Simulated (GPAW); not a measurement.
Crystal: CdS (Greenockite).

```
Cd S
1.0
     4.15000    0.00000    0.00000
    -2.07500    3.59401    0.00000
     0.00000    0.00000    6.73700
Cd S
2 2
Cartesian
  2.0750 1.1980 3.3685
  0.0000 2.3960 0.0000
  2.0750 1.1980 5.8949
  0.0000 2.3960 2.5264
```

Base run:

- Program: GPAW 26.7.0
- Functional: revPBE
- Potentials or basis: the program's PAW data sets (release 1.2.1) made for this functional
- Cutoff: 600 eV
- Basis: pw
- k mesh: 7 × 7 × 4
- Occupations: fermi-dirac, width 0.05 eV
- Spin: no spin polarisation

Its results: band gap on the k mesh 1.32 eV, direct; pressure 3.4 GPa; largest force 0.069 eV/Å.

Task: The run is repeated on the same cell with these changes: functional from revPBE to LDA. What comes out?

Result: Band gap on the k mesh 0.89 eV, direct; pressure -3.3 GPa; largest force 0.061 eV/Å.

LDA binds more tightly than revPBE, so the same cell stands under less pressure.
